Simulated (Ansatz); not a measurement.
Au under changes of volume

One of the cells (18.207 Å³/atom); the others are scaled copies at fixed shape and fractional positions:

```
Au
1.0
    -1.65727    1.65727    1.65727
     1.65727   -1.65727    1.65727
     1.65727    1.65727   -1.65727
Au
1
Direct
  0.00000 0.00000 0.00000
```

This isn't the form of Au at room conditions, which is fcc.

| Item | Value |
| --- | --- |
| Program | Ansatz 0.2.0 |
| Functional | LDA |
| Potentials or basis | Ansatz PAW |
| Cutoff | 420 eV (not typed: the program's choice for these potentials) |
| k mesh | 11 × 11 × 11 |
| Occupations | fermi-dirac, width 0.05 eV |
| Spin | no spin polarisation |

```tsv
volume (Å³/atom)	energy over the lowest point (meV/atom)	pressure (GPa)
17.115	0.00	-4.9
17.479	14.94	-8.0
17.843	36.40	-10.7
18.207	63.47	-13.1
18.571	95.38	-15.0
18.935	?	?
19.299	171.20	-18.2
```

Problem. What does the run at 18.935 Å³/atom give?

Solution. Energy over the lowest point 131.48 meV/atom; pressure -16.8 GPa.

Worked out: A Birch-Murnaghan fit of order 3 (a polynomial in V^(-2/3)) to the other rows has its minimum at 16.61 Å³/atom, just outside them, with B0 = V·E''(V) = 183 GPa and B' = 5.5. It gives 131.50 meV/atom at 18.935 Å³/atom, against the run's 131.48, and -dE/dV = -16.7 GPa, against -16.8.

Energies are extrapolated to zero smearing.

Caveats: the PAW data sets come from PBE, with cores solved anew for the run's functional, which leaves a small shift of forces and pressure.
